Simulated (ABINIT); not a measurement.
# CuCl2 (I4/mmm) in ABINIT: optical spectrum with LDA

Aim: the optical spectrum of CuCl2 with LDA.

Everything below comes from runs of ABINIT 10.8.3 (patched build). Logs are shortened: lines on timing, memory, paths and dates and some standing lists are left out, and cuts for length are marked. The log counts tension as positive stress, the text compression.

### Step 1. The structure

It takes space group I4/mmm (No. 139, tetragonal). The conventional cell has a = 4.510 Å, b = 4.510 Å, c = 13.720 Å, α = 90.00°, β = 90.00°, γ = 90.00°. Cu (site symmetry 4/mmm) has 4 Cl at 2.25 Å as nearest neighbours. Cl (site symmetry mmm) has 2 Cu at 2.25 Å as nearest neighbours.

Measurements of this composition are mostly on another form, of space group No. 12.

### Step 2. Optical spectrum, LDA

Input file run.abi:

```
# Datasets
ndtset 3

# Pseudopotentials
pp_dirpath "./"
pseudos "Cu.hgh, Cl.hgh"

# Structure
acell 3*1.0 Angstrom
rprim
    -2.2548590000     2.2548590000     6.8599030000
     2.2548590000    -2.2548590000     6.8599030000
     2.2548590000     2.2548590000    -6.8599030000
ntypat 2
znucl 29 17
natom 3
typat 1 2 2
xred
            0.0            0.0            0.0
            0.0            1/2            1/2
            1/2            0.0            1/2

# Plane-wave basis
ecut 761.918815 eV

# k points
ngkpt 8 8 8
nshiftk 1
shiftk 0.0 0.0 0.0
istwfk *1

# Exchange and correlation
ixc 7

# Bands and occupations
occopt 3
tsmear 0.00183747

# SCF cycle
nstep 80

# Output
iomode 3
prteig 0
prtebands 0

# Dataset 1: ground state
nband1 12
tolvrs1 1.0e-12
prtden1 1
prtwf1 0
kptopt1 1

# Dataset 2: empty bands at fixed density
iscf2 -3
getden2 1
nband2 18
nbdbuf2 4
tolwfr2 1.0e-12
nstep2 120
prtden2 0
kptopt2 1

# Dataset 3: wave functions and velocity matrix elements in the full zone
optdriver3 8
wfk_task3 "wfk_optics_fullbz"
getwfk3 2
nband3 14
kptopt3 1
prtevk3 1
inclvkb3 2
```

Input file optic.abi:

```
&FILES
 ddkfile_1 = 'runo_DS3_1_EVK.nc',
 ddkfile_2 = 'runo_DS3_2_EVK.nc',
 ddkfile_3 = 'runo_DS3_3_EVK.nc',
 wfkfile = 'runo_DS3_WFK.nc'
/
&PARAMETERS
 broadening = 0.005512,
 domega = 0.002,
 maxomega = 0.8,
 scissor = 0.000000,
 tolerance = 0.002
/
&COMPUTATIONS
 num_lin_comp = 2,
 lin_comp = 11,33,
 num_nonlin_comp = 0
/
```

Potentials or basis: HGH LDA.

On the command line:

```console
$ abinit run.abi > log 2>&1
$ optic optic.abi > optic.log 2>&1
```

run.abo:

```text
.Version 10.8.3 of ABINIT
 DATASET    1 : space group I4/m m m (#139); Bravais tI (body-center tetrag.)
================================================================================
 Values of the parameters that define the memory need for DATASET  1.
     intxc =       0    ionmov =       0      iscf =       7    lmnmax =       6
     lnmax =       6     mgfft =      72  mpssoang =       3    mqgrid =    3001
     natom =       3  nloc_mem =       1    nspden =       1   nspinor =       1
    nsppol =       1      nsym =      16    n1xccc =       0    ntypat =       2
    occopt =       3   xclevel =       1
       mpw =        6696          nfft =      373248          nkpt =          59
================================================================================
================================================================================
[... 13 lines left out ...]
 DATASET    3 : space group I4/m m m (#139); Bravais tI (body-center tetrag.)
================================================================================
 Values of the parameters that define the memory need for DATASET  3.
     intxc =       0    ionmov =       0      iscf =       7    lmnmax =       6
     lnmax =       6     mgfft =      72  mpssoang =       3    mqgrid =    3001
     natom =       3  nloc_mem =       1    nspden =       1   nspinor =       1
    nsppol =       1      nsym =      16    n1xccc =       0    ntypat =       2
    occopt =       3   xclevel =       1
       mpw =        6696          nfft =      373248          nkpt =          59
================================================================================
================================================================================

--------------------------------------------------------------------------------
------------- Echo of variables that govern the present computation ------------
--------------------------------------------------------------------------------
 -outvars: echo values of preprocessed input variables --------
            acell      1.8897261259E+00  1.8897261259E+00  1.8897261259E+00 Bohr
              amu      6.35460000E+01  3.54527000E+01
             ecut      2.80000000E+01 Hartree
           getden1          0
           getden2          1
           getden3          0
           getwfk1          0
           getwfk2          0
           getwfk3          2
             iscf1          7
             iscf2         -3
             iscf3          7
                       outvar_i_n : Printing only first  50 k-points.
              ixc           7
           jdtset        1    2    3
                       outvar_i_n : Printing only first  50 k-points.
         kptrlatt        8    0    0      0    8    0      0    0    8
          kptrlen      6.81770554E+01
            natom           3
            nband1         12
            nband2         18
            nband3         14
           nbdbuf1          0
           nbdbuf2          4
           nbdbuf3          0
           ndtset           3
            ngfft          72      72      72
[... 343 lines left out ...]
   0.00000    0.00000    0.00000    0.00000    0.00000    0.00000    0.00000    0.00000
   0.00000    0.00000
 prteigrs : prtvol=0 or 1, do not print more k-points.

--- !EnergyTerms
iteration_state     : {dtset: 2, }
comment             : Components of total free energy in Hartree
kinetic             :  1.12622712746351E+01
hartree             :  1.45040455983028E+01
xc                  : -5.82565771206429E+00
Ewald energy        : -1.27917001585962E+01
psp_core            :  3.18234700433370E-02
local_psp           : -4.37649164994781E+01
non_local_psp       :  5.94514070119200E+00
internal            : -3.06389933259653E+01
'-kT*entropy'       : -7.74888704780764E-04
total_energy        : -3.06397682146701E+01
...

--- !EnergyTermsDC
iteration_state     : {dtset: 2, }
comment             : '"Double-counting" decomposition of free energy'
band_energy         : -5.16597272834073E+00
Ewald energy        : -1.27917001585962E+01
psp_core            :  3.18234700433370E-02
xc_dc               : -1.27131441675543E+01
internal            : -3.06389935844479E+01
'-kT*entropy'       : -7.74888704780764E-04
total_energy_dc     : -3.06397684731527E+01
...

================================================================================
== DATASET  3 ==================================================================

--- !DatasetInfo
iteration_state: {dtset: 3, }
dimensions: {natom: 3, nkpt: 59, mband: 14, nsppol: 1, nspinor: 1, nspden: 1, mpw: 6696, }
cutoff_energies: {ecut:  28.0, pawecutdg:  -1.0, }
electrons: {nelect:   1.50000000E+01, charge:   0.00000000E+00, occopt:   3.00000000E+00, tsmear:   1.83747000E-03, }
meta: {optdriver: 8, wfk_task: 7, }
...

 mkfilename : getwfk/=0, take file _WFK from output of DATASET   2.

 Exchange-correlation functional for the present dataset will be:
  LDA: Perdew-Wang 92 LSD fit to Ceperley-Alder data - ixc=7
  J.P.Perdew and Y.Wang, PRB 45, 13244 (1992)

--------------------------------------------------------------------------------

 Computation of velocity matrix elements (DDK)

 Parameters extracted from the Abinit header:
    ecut:     28.0
    nkpt:    512
    mband:   18
    nsppol:  1
    nspinor: 1
    useylm:  0
    inclvkb: 2
    bmin: 1, bmax: 18
    Computing diagonal and off-diagonal matrix elements
    Between band index bmin: 1, bmax: 18

== END DATASET(S) ==============================================================
================================================================================

 -outvars: echo values of variables after computation  --------
            acell      1.8897261259E+00  1.8897261259E+00  1.8897261259E+00 Bohr
           etotal1    -3.0639768473E+01
           etotal2    -3.0639768473E+01
           etotal3     0.0000000000E+00
            fcart1    -0.0000000000E+00 -0.0000000000E+00 -0.0000000000E+00
                      -0.0000000000E+00 -0.0000000000E+00 -0.0000000000E+00
                      -0.0000000000E+00 -0.0000000000E+00 -0.0000000000E+00
            fcart3     0.0000000000E+00  0.0000000000E+00  0.0000000000E+00
                       0.0000000000E+00  0.0000000000E+00  0.0000000000E+00
                       0.0000000000E+00  0.0000000000E+00  0.0000000000E+00
            rprim     -2.2548590000E+00  2.2548590000E+00  6.8599030000E+00
                       2.2548590000E+00 -2.2548590000E+00  6.8599030000E+00
                       2.2548590000E+00  2.2548590000E+00 -6.8599030000E+00
           strten1     8.3855502207E-04  8.3855502207E-04  1.8607602582E-05
                       0.0000000000E+00  0.0000000000E+00  0.0000000000E+00
           strten3     0.0000000000E+00  0.0000000000E+00  0.0000000000E+00
                       0.0000000000E+00  0.0000000000E+00  0.0000000000E+00
           xangst      0.0000000000E+00  0.0000000000E+00  0.0000000000E+00
                       2.2548590000E+00  0.0000000000E+00  0.0000000000E+00
                       0.0000000000E+00  2.2548590000E+00  0.0000000000E+00
             xred      0.0000000000E+00  0.0000000000E+00  0.0000000000E+00
                      -9.0838323164E-18  5.0000000000E-01  5.0000000000E-01
                       5.0000000000E-01 -9.0838323164E-18  5.0000000000E-01
 Calculation completed.
```

optic_0001_0001-linopt.out:

```text
#calculated the component:  1  1  of dielectric function
 #broadening:    0.000000E+00    5.512000E-03
 #scissors shift:    0.000000E+00
 #energy window:    2.814181E+01eV    1.034193E+00Ha
 # Energy(eV)         Im(eps(w))
    2.721139E-01    1.072435E+01
    8.163416E-01    9.294425E-01
    1.360569E+00    3.086205E+00
    1.904797E+00    7.772546E-01
    2.449025E+00    2.676929E-01
    2.993252E+00    1.076540E-01
[... 32 lines left out ...]
    2.095277E+01    5.928964E-03
    2.149700E+01    5.289220E-03
[... 169 lines left out ...]
    1.904797E+00    7.134079E-02
    2.449025E+00    5.110656E-03
    2.993252E+00    8.297859E-03
[... 32 lines left out ...]
    2.095277E+01    6.482717E-03
    2.149700E+01    5.442652E-03
 # Energy(eV)         absorption coeff (in 10^6 m-1) = omega Im(eps) / c n(eps)
    1.632683E-01    5.575604E+00
    7.074960E-01    3.681071E+00
    1.251724E+00    9.330003E+00
    1.795951E+00    1.237999E+01
    2.340179E+00    3.252755E+00
    2.884407E+00    1.411935E+00
[... 32 lines left out ...]
    2.084392E+01    7.608618E-01
    2.138815E+01    6.814858E-01
```

It took 13 min on 1 thread of Arm Neoverse V1, shared host; peak memory 1.1 GiB.

Results:

* Free energy: -833.7506 eV
* Band gap on the k mesh: none (metal or under the smearing width)

Dielectric function (mean over the directions given):
| energy (eV) | real part | imaginary part |
| --- | --- | --- |
| 0.33 | -1.59 | 4.81 |
| 0.76 | 1.40 | 0.68 |
| 1.31 | 2.02 | 1.97 |
| 1.74 | 0.71 | 1.00 |
| 2.29 | 1.19 | 0.21 |
| 2.83 | 1.42 | 0.08 |
| 3.27 | 1.55 | 0.05 |
| 3.81 | 1.68 | 0.04 |
| 4.25 | 1.79 | 0.05 |
| 4.79 | 1.90 | 0.11 |
| 5.33 | 1.78 | 0.14 |
| 5.77 | 2.00 | 0.13 |
| 6.31 | 2.03 | 0.19 |
| 6.75 | 2.22 | 0.15 |
| 7.29 | 2.61 | 0.46 |
| 7.84 | 2.73 | 0.99 |
| 8.27 | 2.29 | 1.48 |
| 8.82 | 1.90 | 1.58 |
| 9.36 | 1.79 | 1.02 |
| 9.80 | 2.10 | 1.60 |
| 10.34 | 1.15 | 2.07 |
| 10.78 | 1.18 | 1.56 |
| 11.32 | 1.32 | 2.29 |
| 11.86 | 0.21 | 1.77 |
| 12.30 | 0.29 | 1.34 |
| 12.84 | 0.41 | 1.22 |
| 13.28 | 0.18 | 1.21 |
| 13.82 | 0.08 | 1.36 |
| 14.37 | -0.39 | 0.66 |
| 14.80 | -0.09 | 0.39 |
| 15.35 | 0.01 | 0.26 |
| 15.89 | 0.21 | 0.13 |
| 16.33 | 0.31 | 0.09 |
| 16.87 | 0.40 | 0.07 |
| 17.31 | 0.45 | 0.05 |
| 17.85 | 0.52 | 0.02 |
| 18.39 | 0.57 | 0.01 |
| 18.83 | 0.61 | 0.01 |
| 19.38 | 0.65 | 0.01 |
| 19.92 | 0.68 | 0.01 |

Caveat: the intraband (Drude) term is left out; spectra need much finer meshes, so this one isn't converged; independent-particle spectra lack excitons; HGH potentials are hard and often keep d shells in the core, so these values are rough; an odd number of electrons without spin polarisation forces a metal; a magnetic or distorted state may lie lower; the run has no spin polarisation, though such a crystal can be magnetic; semilocal functionals often make such compounds metallic where correlation or magnetic order opens a gap, which also shifts bond lengths.
